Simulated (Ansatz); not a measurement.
Computed with DFT PBE, scalar-relativistic, plane waves, PAW (Ansatz 0.2.0). Settings: cutoff 420 eV, Γ-centred meshes spaced at most about 0.3 Å⁻¹, and about 0.25 Å⁻¹ or finer for metals (2π included), Gaussian smearing. No spin polarisation.

Temperature and zero-point effects are left out.

Two forms of PbO2 were relaxed alike.

A.

```
Pb O
1.0
     5.08209    0.00000    0.00000
     0.00000    5.08209    0.00000
     0.00000    0.00000    3.44345
Pb O
2 4
Direct
  0.00000 0.00000 0.00000
  0.50000 0.50000 0.50000
  0.30797 0.30797 0.00000
  0.19203 0.80797 0.50000
  0.80797 0.19203 0.50000
  0.69203 0.69203 0.00000
```

B.

```
Pb O
1.0
     2.71170   -2.73028    0.00000
     2.71170    2.73028    0.00000
     0.00000    0.00000    5.38420
Pb O
2 4
Direct
  0.00000 0.00000 0.00000
  0.50000 0.50000 0.50000
  0.52996 0.97004 0.25000
  0.97004 0.52996 0.75000
  0.47004 0.02996 0.75000
  0.02996 0.47004 0.25000
```

Task: Which form is favoured at zero pressure, and by what margin per atom?

Result: A is lower, by 107 meV/atom. A has the rutile type, space group P4_2/mnm (No. 136), 14.8 Å³/atom and no gap on its mesh; B has space group Cmce (No. 64), 13.3 Å³/atom and no gap. Counting O atoms around Pb (those within 1.25 times the shortest such distance or 1.15 times the sum of covalent radii), A has Pb 6 and B has Pb 8. The lower one is the more open, so pressure narrows the difference. Origin: A, reached from a cell as deposited in COD, among other starts; B, invented.

Spin–orbit coupling, which can matter for Pb, is left out. The zero gap of P4_2/mnm, Cmce may come from the functional, which often closes small gaps. Cells relaxed within their symmetry can be saddle points.
